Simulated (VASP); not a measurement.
# HC8 (a cell with a defect) in VASP: single point with PBEsol+D3(BJ)

Aim: the single point of HC8 (a cell with a defect) with PBEsol+D3(BJ).

Everything below comes from runs of VASP 6.6.1. Logs are shortened: lines on timing, memory, paths and dates and some standing lists are left out, and cuts for length are marked.

## Step 1: Starting point

The cell holds a defect, 9 atoms: a = 4.179 Å, b = 4.179 Å, c = 4.179 Å, α = 71.62°, β = 71.62°, γ = 71.62°.

## Step 2: Single point, PBEsol+D3(BJ)

INCAR

```
SYSTEM = HC8
PREC = Accurate
ENCUT = 520
EDIFF = 1E-6
ISMEAR = 0
SIGMA = 0.05
LREAL = .FALSE.
LASPH = .TRUE.
NELM = 100
ALGO = Fast
ISIF = 2
LWAVE = .FALSE.
LCHARG = .TRUE.
GGA = PS
IVDW = 12
LELF = .TRUE.
LVHAR = .TRUE.
NELECT = 32.0
NBANDS = 26
```

KPOINTS

```
Automatic mesh
0
G
  6 6 6
  0 0 0
```

POSCAR

```
HC8
1.0
   -2.4450664471     -1.4116597714      3.0812418551
    2.4450664471     -1.4116597714      3.0812418551
    0.0000000000      2.8233195428      3.0812418551
C H
8 1
Direct
    0.1665065025      0.1665065025      0.1665065025
    0.6665065025      0.6665065025      0.1665065025
    0.6665065025      0.1665065025      0.6665065025
    0.1665065025      0.6665065025      0.6665065025
    0.8334934975      0.8334934975      0.8334934975
    0.3334934975      0.3334934975      0.8334934975
    0.3334934975      0.8334934975      0.3334934975
    0.8334934975      0.3334934975      0.3334934975
    1.0418268309      0.8334934975      0.6251601642
```

Potentials or basis: VASP PAW PBE potentials, release 64 (C, H).

The run is started by

```bash
$ cat potpaw_PBE.64/C/POTCAR potpaw_PBE.64/H/POTCAR > POTCAR
$ mpirun -np 1 vasp_std > vasp.out
```

OUTCAR:

```text
SYSTEM = HC8
   PREC = Accurate
   ENCUT = 520
   EDIFF = 1E-6
   ISMEAR = 0
   LREAL = .FALSE.
   LASPH = .TRUE.
   NELM = 100
   ISIF = 2
   GGA = PS
   IVDW = 12
   NELECT = 32.0
 IVDW          = 12

 ion  position               nearest neighbor table
   1  0.167  0.167  0.167-   6 1.41   7 1.41   8 1.41
   2  0.667  0.667  0.167-   5 1.41   7 1.41   8 1.41
   3  0.667  0.167  0.667-   8 1.41   6 1.41   5 1.41
   4  0.167  0.667  0.667-   9 0.73   7 1.41   5 1.41   6 1.41
   5  0.833  0.833  0.833-   9 1.02   2 1.41   4 1.41   3 1.41
   6  0.333  0.333  0.833-   1 1.41   3 1.41   4 1.41
   7  0.333  0.833  0.333-   4 1.41   2 1.41   1 1.41   9 1.43
   8  0.833  0.333  0.333-   3 1.41   2 1.41   1 1.41
   9  0.042  0.833  0.625-   4 0.73   5 1.02   7 1.43

 -----------------------------------------------------------------------------
|                                                                             |
|           W    W    AA    RRRRR   N    N  II  N    N   GGGG   !!!           |
|           W    W   A  A   R    R  NN   N  II  NN   N  G    G  !!!           |
|           W    W  A    A  R    R  N N  N  II  N N  N  G       !!!           |
|           W WW W  AAAAAA  RRRRR   N  N N  II  N  N N  G  GGG   !            |
|           WW  WW  A    A  R   R   N   NN  II  N   NN  G    G                |
|           W    W  A    A  R    R  N    N  II  N    N   GGGG   !!!           |
|                                                                             |
|     The distance between some ions is very small. Please check the          |
|     nearest-neighbor list in the OUTCAR file.                               |
|     I HOPE YOU KNOW WHAT YOU ARE DOING!                                     |
|                                                                             |
 -----------------------------------------------------------------------------

  LATTYP: Found a trigonal (rhomboedric) cell.
 ALAT       =     4.1791368260
 COS(alpha) =     0.3153980260

  Lattice vectors:

 A1 = (  -2.4450664471,  -1.4116597714,   3.0812418551)
 A2 = (   2.4450664471,  -1.4116597714,   3.0812418551)
 A3 = (   0.0000000000,   2.8233195428,   3.0812418551)

Analysis of symmetry for initial positions (statically):
=====================================================================
 Subroutine PRICEL returns:
 Original cell was already a primitive cell.

 Routine SETGRP: Setting up the symmetry group for a
 trigonal (rhombohedral) supercell.

 Subroutine GETGRP returns: Found  1 space group operations
 (whereof  1 operations were pure point group operations)
 out of a pool of 12 trial point group operations.

The static configuration has the point symmetry C_1 .
[... 141 lines left out ...]
   EFERMI =   0.00;   METHOD = LEGACY
   ISMEAR =     0;   SIGMA  =   0.05  broadening in eV -4-tet -1-fermi 0-gaus
   EFERMI_NEDOS =   21; number of points for ismear=-14 and -15
   IALGO  =     68    algorithm
   IMIX   =      4    mixing-type and parameters
     AMIX     =   0.40;   BMIX     =  1.00
     AMIX_MAG =   1.60;   BMIX_MAG =  1.00
  volume/ion in A,a.u.               =       7.09        47.85
  Fermi-wavevector in a.u.,A,eV,Ry     =   1.300645  2.457863 23.016683  1.691678
  Thomas-Fermi vector in A             =   2.431831
   LORBIT       =      0    0 simple, 1 ext, 2 COOP (PROOUT), +10 PAW based schemes
   GGA     = PS    functional components
   LHFCALC =     F    Hartree Fock is set to
   AEXX    =    0.0000 exact exchange contribution
   IVDW    =    12    specifies the selected vdW correction
   LEPSILON=     F    determine dielectric tensor
   LRPA    =     F    only Hartree local field effects (RPA)
 non-spin polarized calculation
 RMM-DIIS sequential band-by-band and
 Gauss-broadening in eV      SIGMA  =   0.05
  energy-cutoff  :      520.00
  volume of cell :       63.81
 maximum number of plane-waves:      1732
   NGX = 15   NGY = 15   NGZ = 15

 number of electron      32.0000004 magnetization

 Free energy of the ion-electron system (eV)
  ---------------------------------------------------
  ext. energy  EPLUGINS =         0.00000000
  ---------------------------------------------------
  free energy    TOTEN  =       -75.61078813 eV

  energy without entropy =      -75.61078813  energy(sigma->0) =      -75.61078813

 E-fermi :   5.3261     XC(G=0): -11.0909

 val. band max:        5.0536393441   @ k =   0.0000  -0.3333   0.3333
 cond. band min:       5.9057574164   @ k =   0.0000  -0.3333   0.3333
 fundamental gap:      0.8521180723
 Fermi energy:         5.3260933132

 k-point     1 :       0.0000    0.0000    0.0000
  band No.  band energies     occupation
      1     -17.5210      2.00000
      2     -12.2923      2.00000
      3      -9.1032      2.00000
      4      -8.5122      2.00000
      5      -8.3428      2.00000
      6      -7.8383      2.00000
[... 685 lines left out ...]
     25      15.0517      0.00000
     26      16.6755      0.00000

 [... further k-points ...]

------------------------ aborting loop because EDIFF is reached ----------------------------------------

 Edisp (eV)   -0.95353

 E8    (eV) :    -0.4565

  FORCE on cell =-STRESS in cart. coord.  units (eV):
  Direction    XX          YY          ZZ          XY          YZ          ZX
  --------------------------------------------------------------------------------------
  -------------------------------------------------------------------------------------
  Total      24.32181     2.81902    -9.35850    -3.06500    -0.02572     0.09642
  in kB     610.67310    70.78003  -234.97372   -76.95621    -0.64573     2.42084
  external pressure =      148.83 kB  Pullay stress =        0.00 kB

 VOLUME and BASIS-vectors are now :
 -----------------------------------------------------------------------------
  energy-cutoff  :      520.00
  volume of cell :       63.81
      direct lattice vectors                 reciprocal lattice vectors
    -2.445066447 -1.411659771  3.081241855    -0.204493420 -0.118064331  0.108181489
     2.445066447 -1.411659771  3.081241855     0.204493420 -0.118064331  0.108181489
     0.000000000  2.823319543  3.081241855     0.000000000  0.236128662  0.108181489

 POSITION                                       TOTAL-FORCE (eV/Angst)
 -----------------------------------------------------------------------------------
      0.00000      0.00000      1.53914         0.268877     -0.250569      0.006592
      0.00000     -1.41166      4.62038        -1.005563      0.590072     -0.017459
     -1.22253      0.70583      4.62038         1.033479     -0.441501     -0.003612
      1.22253      0.70583      4.62038       -39.620887      8.567188     -0.174147
      0.00000      0.00000      7.70459         5.338686      6.760533      0.003291
      0.00000      1.41166      4.62334        -0.253595      0.790024      0.024605
      1.22253     -0.70583      4.62334        -0.714670     -2.371611      0.001418
     -1.22253     -0.70583      4.62334         0.148395     -0.132911     -0.009795
      1.93568      0.52937      4.62334        34.805279    -13.511225      0.169108
 -----------------------------------------------------------------------------------
    total drift:                               -0.000160      0.000379     -0.000038

  FREE ENERGIE OF THE ION-ELECTRON SYSTEM (eV)
  ---------------------------------------------------
  free  energy   TOTEN  =       -76.5643208364 eV

  energy  without entropy=      -76.5643208364  energy(sigma->0) =      -76.56432084
```

Run time: 71 s. Hardware: 1 thread of Intel Xeon 6975P-C (Granite Rapids), shared host; peak memory 0.28 GiB.

What came out:

```
Free energy                : -76.5643 eV
Largest force              : 40.537 eV/Å
Band gap on the k mesh     : 0.85 eV, direct
Dispersion energy per atom : -0.106 eV
```

Forces on the atoms (eV/Å):
```
C     0.269  -0.251   0.007
C    -1.006   0.590  -0.017
C     1.033  -0.442  -0.004
C   -39.621   8.567  -0.174
C     5.339   6.761   0.003
C    -0.254   0.790   0.025
C    -0.715  -2.372   0.001
C     0.148  -0.133  -0.010
H    34.805 -13.511   0.169
```

Caveat: the cell carries a net charge on a neutralising background, which shifts energy and pressure; the cell is charged against a uniform background, so pressure and absolute levels hang on convention; the PAW data sets were made with another functional, which shifts forces and pressure a little. As with any semilocal functional, this PBEsol gap is likely too small.
